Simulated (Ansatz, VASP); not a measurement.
W in VASP and in Ansatz

```
CELL_PARAMETERS angstrom
2.85459 0.00000 0.00000
0.00000 2.85459 0.00000
0.00000 0.00000 18.03701
ATOMIC_POSITIONS crystal
W 0.50000 0.50000 0.38809
W 0.00000 0.00000 0.49739
W 0.50000 0.50000 0.60674
```

Alike in both runs: functional PBE; k mesh 10 × 10 × 1; occupations gaussian, width 0.1 eV; no spin polarisation.

Ansatz relaxed the structure, and its values are those at the end. VASP's run is a single point on that final structure, the one shown.

|  | VASP | Ansatz |
| --- | --- | --- |
| version | VASP 6.6.1 | Ansatz 0.2.0 |
| potentials or method | VASP PAW PBE potentials, release 64 (W_sv) | scalar-relativistic, plane waves, PAW |
| plane-wave cutoff (eV) | 520 | 420 |
| valence electrons in the cell | 42 | 42 |

|  | VASP | Ansatz | Ansatz less VASP |
| --- | --- | --- | --- |
| gap on the k mesh at the Fermi level (eV) | none | none | - |
| rms of the force components (eV/Å) | 0.018 | 0.003 | -0.0147 |
| work function, face that differs most (eV) | 4.43 | 4.60 | +0.175 |

A gap of «none» marks a metal or a gap that the smearing closes. With one functional, cell and mesh, what is left measures potentials, basis and numerics.

The runs have no spin-orbit coupling, so splittings on W are missing.
